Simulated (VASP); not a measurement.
SrTiO$_{3}$ in VASP 6.6.1, single-point calculation

INCAR

```
PREC = Accurate
LASPH = .FALSE.
LREAL = .FALSE.
EDIFF = 1E-7
ENCUT = 520
NBANDS = 60
ISIF = 2
LCHARG = .FALSE.
NELM = 95
NSW = 0
SIGMA = 0.02
ISMEAR = -1
GGA = PE
IBRION = -1
LWAVE = .FALSE.
```

KPOINTS

```
KPOINTS created by Atomic Simulation Environment
0
Monkhorst-Pack
6 6 6
0 0 0
```

POSCAR

```
Sr Ti O
 1.0000000000000000
     3.9849885316000000    0.0000000000000000    0.0000000000000000
     0.0000000000000000    3.9849885316000000    0.0000000000000000
     0.0000000000000000    0.0000000000000000    3.9849885316000000
 Sr  Ti  O
   1   1   3
Cartesian
  0.0000000000000000  0.0000000000000000  0.0000000000000000
  1.9924942657999998  1.9924942657999998  1.9924942657999998
  1.9924942657999998  1.9924942657999998  0.0000000000000000
  1.9924942657999998  0.0000000000000000  1.9924942657999998
  0.0000000000000000  1.9924942657999998  1.9924942657999998
```

The recommended PBE PAW datasets give the neutral cell 40 valence electrons.

Command

```
mpirun -np 1 vasp_std
```

Predict the outcome of this run.

It converged. Results: gap between bands v and c on the k mesh 2.06 eV; least direct gap on the k mesh 2.57 eV; pressure -5.2 GPa. Band v is the last that the valence electrons fill when counted band by band, and c is the next.

OSZICAR

```
N       E                     dE             d eps       ncg     rms          rms(c)
DAV:   1     0.354828592158E+03    0.35483E+03   -0.17436E+04  1200   0.735E+02
DAV:   2    -0.157494228575E+02   -0.37058E+03   -0.34185E+03  1280   0.236E+02
DAV:   3    -0.492899072228E+02   -0.33540E+02   -0.32414E+02  1604   0.682E+01
DAV:   4    -0.506156489790E+02   -0.13257E+01   -0.13177E+01  1436   0.118E+01
DAV:   5    -0.506419133281E+02   -0.26264E-01   -0.26256E-01  1432   0.155E+00    0.247E+01
DAV:   6    -0.406111836163E+02    0.10031E+02   -0.14925E+01  1628   0.292E+01    0.147E+01
DAV:   7    -0.402214183785E+02    0.38977E+00   -0.45034E+00  1472   0.105E+01    0.925E+00
DAV:   8    -0.403082780142E+02   -0.86860E-01   -0.14400E+00  1416   0.730E+00    0.445E+00
DAV:   9    -0.400889764732E+02    0.21930E+00   -0.45976E-01  1432   0.354E+00    0.137E+00
DAV:  10    -0.400760023068E+02    0.12974E-01   -0.21726E-02  1560   0.793E-01    0.677E-01
DAV:  11    -0.400719256355E+02    0.40767E-02   -0.62665E-03  1576   0.414E-01    0.276E-01
DAV:  12    -0.400715712601E+02    0.35438E-03   -0.15283E-03  1592   0.195E-01    0.417E-02
DAV:  13    -0.400715754922E+02   -0.42321E-05   -0.17918E-04  1332   0.675E-02    0.350E-02
DAV:  14    -0.400715779734E+02   -0.24812E-05   -0.82799E-06  1552   0.106E-02    0.206E-02
DAV:  15    -0.400715766202E+02    0.13532E-05   -0.20188E-06  1544   0.107E-02    0.317E-03
DAV:  16    -0.400715764109E+02    0.20933E-06   -0.28825E-07  1392   0.220E-03    0.107E-03
DAV:  17    -0.400715763671E+02    0.43808E-07   -0.33714E-08   764   0.694E-04
   1 F= -.40071576E+02 E0= -.40071576E+02  d E =-.875358E-11
```

The shifted mesh misses Γ, so a band edge there is missed.

For comparison, a separate PBE run of the intended cell, on usual settings and not on those above, gives a gap of 1.74 eV on its mesh and a pressure of -5.2 GPa.
